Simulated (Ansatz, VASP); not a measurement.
# KI in VASP and in Ansatz

POSCAR

```
KI
1.0
    0.0000000000      3.8849350547      3.8849350547
    3.8849350547      0.0000000000      3.8849350547
    3.8849350547      3.8849350547      0.0000000000
K I
1 1
Direct
    0.0000000000      0.0000000000      0.0000000000
    0.2500000000      0.2500000000      0.2500000000
```

Contents of INCAR.step1:

```
ALGO     = Normal         # electronic algorithm
EDIFF    = 1E-4           # SCF threshold, eV
ENCUT    = 520            # plane-wave cutoff, eV
GGA      = PE             # functional
ISMEAR   = 0              # smearing method
LASPH    = True           # aspherical terms in the spheres
LCHARG   = False          # write CHGCAR
LREAL    = False          # projectors in reciprocal space
LWAVE    = True           # write WAVECAR
NBANDS   = 15             # bands
NELM     = 80             # most SCF steps
PREC     = Accurate       # precision mode
SIGMA    = 0.01           # smearing width, eV
```

The input INCAR.step2:

```
ALGO     = Normal         # electronic algorithm
EDIFF    = 1E-7           # SCF threshold, eV
ENCUT    = 520            # plane-wave cutoff, eV
ISIF     = 2              # what is computed and relaxed
ISMEAR   = 0              # smearing method
ISTART   = 1            
LASPH    = True           # aspherical terms in the spheres
LCHARG   = False          # write CHGCAR
LMIXTAU  = True         
LREAL    = False          # projectors in reciprocal space
LWAVE    = False          # write WAVECAR
METAGGA  = R2SCAN         # meta-GGA
NBANDS   = 15             # bands
NELM     = 80             # most SCF steps
PREC     = Accurate       # precision mode
SIGMA    = 0.01           # smearing width, eV
```

KPOINTS

```
k-points
0
Gamma
  6 6 6
```

Input for Ansatz:

```yaml
crystal:
  lattice:
    - [0.0, 3.8849350547, 3.8849350547]
    - [3.8849350547, 0.0, 3.8849350547]
    - [3.8849350547, 3.8849350547, 0.0]
  atoms:
    - { symbol: K, position: [0.0, 0.0, 0.0] }
    - { symbol: I, position: [0.25, 0.25, 0.25] }
kpoints:
  mp_grid: { grid: [6, 6, 6] }
hamiltonian:
  xc: r2scan
scf:
  occupations: { method: fixed }
  n_extra_bands: 4
output:
  forces: true
  stress: true
  eigenvalues: true
```

Alike in both runs: task single point; functional r2SCAN; k mesh 6 × 6 × 6; no spin polarisation.

```csv
,VASP,Ansatz
version,VASP 6.6.1,Ansatz 0.2.0
potentials or method,"VASP PAW PBE potentials, release 64 (K_sv, I)","plane waves, PAW"
plane-wave cutoff (eV),520,500
occupations,"gaussian, width 0.01 eV",fixed
valence electrons in the cell,16,26
```

Ansatz gave:

* gap on the k mesh at the Fermi level (eV): 4.56
* pressure (GPa): 0.6

Q: Which values does VASP return?

A: gap on the k mesh at the Fermi level (eV): 4.55; pressure (GPa): 0.6.

The two sets of potentials don't hold the same shells in valence.

Caveats: the PAW data sets were made with another functional, which shifts forces and pressure a little (VASP); spin-orbit coupling is left out, which moves the levels of the heavy elements. A k mesh can miss the band edges. r2SCAN opens gaps a little over a GGA but as a rule still falls short of measured ones.
